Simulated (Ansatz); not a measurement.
# A series in volume per atom on PbSe

All results are calculated (Ansatz 0.2.0). Periodic Kohn-Sham DFT of a crystal at fixed atoms; pressure and stress are positive in compression; the energy is the free energy less that of spherical unpolarised free atoms; site moments are those in the method's own spheres, positive along +z.

Cell of the first row (space group Fm-3m, No. 225):
```
CELL_PARAMETERS angstrom
0.00000 2.99960 2.99960
2.99960 0.00000 2.99960
2.99960 2.99960 0.00000
ATOMIC_POSITIONS crystal
Pb 0.00000 0.00000 0.00000
Se 0.50000 0.50000 0.50000
```

Settings of every row: method all-electron LAPW; functional PBEsol; relativity scalar; k mesh 9x9x9; filling fermi-dirac; smearing width 0.01 eV; basis error target 0.25 meV/atom; nucleus gaussian.

Atom start moment: 0 on all atoms.

Limits: no spin-orbit coupling on heavy atoms.

Limits of some rows: small gap, it may come from the mesh (row 2, 4, 5, 6, 7, 9).

```
row  volume per atom (Å³)  energy less free atoms (eV/atom)  pressure (GPa)
  1                 26.99                           -4.4333           3.033
  2                27.565                                 ?               ?
  3                28.139                           -4.4457           0.499
  4                28.426                            -4.446          -0.053
  5                28.713                           -4.4455          -0.576
  6                    29                            -4.444          -1.071
  7                29.287                           -4.4417           -1.54
  8                29.862                           -4.4345          -2.405
  9                30.436                           -4.4245           -3.18
```

Question: what energy less free atoms and pressure should row 2 give?

Worked fit of energy less free atoms. Take u = (V_r/V)^(2/3) − 1 with V_r = 28.857 Å³ an atom, which is twice the finite (Eulerian) strain; such expansions in the strain, on which the Birch-Murnaghan equation of state is built, carry the rest volume and the bulk modulus. The shown rows have u = 0.0456, 0.01694, 0.01008, 0.00334, -0.00329, -0.00981, -0.02256, -0.03489. Least squares give energy less free atoms = −4.44486 − 0.2216 × u + 10.411 × u² eV/atom; a straight line predicts inner rows, each left out in turn, worse (root mean square 0.0054 against 5.8e-05 eV/atom). The rows lie off it by 0.0000, -0.0001, 0.0000, 0.0000, 0.0000, 0.0000, 0.0001, 0.0000. Its lowest point lies at u = 0.0106, or V = 28.4 Å³ an atom, and the curvature there gives the bulk modulus at fixed shape and fractions, B = (4/9)(1 + u)² E″(u)/V = 53.3 GPa. The withheld row has u = 0.03101, so the fit gives −4.44486 − 0.2216 × (0.03101) + 10.411 × (0.03101)² = -4.4417 eV/atom.

The calculation gave -4.4418 eV/atom. The fit lies 0.0001 eV/atom (0.47 % of the column's range) above it, one unit of the last digit.

Worked fit of pressure. Take u = (V_r/V)^(2/3) − 1 with V_r = 28.857 Å³ an atom, which is twice the finite (Eulerian) strain; such expansions in the strain, on which the Birch-Murnaghan equation of state is built, carry the rest volume and the bulk modulus. The shown rows have u = 0.0456, 0.01694, 0.01008, 0.00334, -0.00329, -0.00981, -0.02256, -0.03489. Least squares give pressure = −0.8276 + 74.664 × u + 212.68 × u² + 144 × u³ GPa; a parabola predicts inner rows, each left out in turn, worse (root mean square 0.0022 against 0.00038 GPa). All shown rows lie on it to the printed digit. The pressure vanishes at u = 0.0108, or V = 28.4 Å³ an atom, and there the bulk modulus at fixed shape and fractions is B = −V dP/dV = (2/3)(1 + u) dP/du = 53.4 GPa. The withheld row has u = 0.03101, so the fit gives −0.8276 + 74.664 × (0.03101) + 212.68 × (0.03101)² + 144 × (0.03101)³ = 1.697 GPa.

The calculation gave 1.697 GPa. The fit meets it to the printed digit.
